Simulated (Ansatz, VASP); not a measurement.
# One calculation of Hf2H, two programs

The input INCAR:

```
PREC     = Accurate       # precision mode
ENCUT    = 600            # plane-wave cutoff, eV
EDIFF    = 1E-6           # SCF threshold, eV
ISMEAR   = 0              # smearing method
SIGMA    = 0.1            # smearing width, eV
LREAL    = False          # projectors in reciprocal space
LASPH    = True           # aspherical terms in the spheres
NELM     = 80             # most SCF steps
ALGO     = Normal         # electronic algorithm
ISIF     = 3              # what is computed and relaxed
LWAVE    = False          # write WAVECAR
LCHARG   = False          # write CHGCAR
GGA      = PE             # functional
IBRION   = 2              # ionic algorithm
NSW      = 90             # ionic steps
EDIFFG   = -0.04          # ionic threshold
```

KPOINTS

```
regular mesh
0
Gamma
  6 6 6
```

POSCAR

```
Hf2H
1.0
    0.0000000000      3.1479995100      3.1479995100
    3.1479995100      0.0000000000      3.1479995100
    3.1479995100      3.1479995100      0.0000000000
Hf H
2 1
Direct
    0.2500000000      0.2500000000      0.2500000000
    0.7500000000      0.7500000000      0.7500000000
    0.0000000000      0.0000000000      0.0000000000
```

Input for Ansatz:

```yaml
crystal:
  lattice:
    - [0.0, 3.14799951, 3.14799951]
    - [3.14799951, 0.0, 3.14799951]
    - [3.14799951, 3.14799951, 0.0]
  atoms:
    - { symbol: Hf, position: [0.25, 0.25, 0.25] }
    - { symbol: Hf, position: [0.75, 0.75, 0.75] }
    - { symbol: H, position: [0.0, 0.0, 0.0] }
basis:
  ecutwfc: 420
kpoints:
  mp_grid: { grid: [6, 6, 6] }
hamiltonian:
  xc: pbe
scf:
  occupations: { method: gaussian, width: 0.1 }
  lower_state_search: "off"
output:
  forces: true
  stress: true
  eigenvalues: true
relax:
  adjacent_minimum: "off"
  f_tol: 0.04
  max_steps: 70
  cell: { stress_tol: 0.4 }
```

Change from the starting cell: species swapped into the Mg2Si type (Fm-3m, No. 225).

Alike in both runs: task relaxation of cell and atoms; functional PBE; k mesh 6 × 6 × 6; occupations gaussian, width 0.1 eV; no spin polarisation.

```csv
,VASP,Ansatz
version,VASP 6.6.1,Ansatz 0.2.0
potentials or method,"VASP PAW PBE potentials, release 64 (Hf_pv, H)","scalar-relativistic, plane waves, PAW"
plane-wave cutoff (eV),600,420
valence electrons in the cell,21,53
```

Ansatz gave:

- gap on the k mesh at the Fermi level, each at its own relaxed structure (eV): none
- relaxed volume (Å³/atom): 16.60
- relaxed cell length with the largest relative difference (Å): 4.130
- energy change over the relaxation (meV/atom): -213

Q: Estimate VASP's values.

A: gap on the k mesh at the Fermi level, each at its own relaxed structure (eV): none; relaxed volume (Å³/atom): 16.48; relaxed cell length with the largest relative difference (Å): 4.120; energy change over the relaxation (meV/atom): -221.

A gap of «none» marks a metal or a gap that the smearing closes. The two sets of potentials don't hold the same shells in valence.

Caveats: the volume moved by over 15 % at a fixed basis, so the end points are rough (VASP). Spin-orbit coupling is left out, which matters for the levels of Hf.
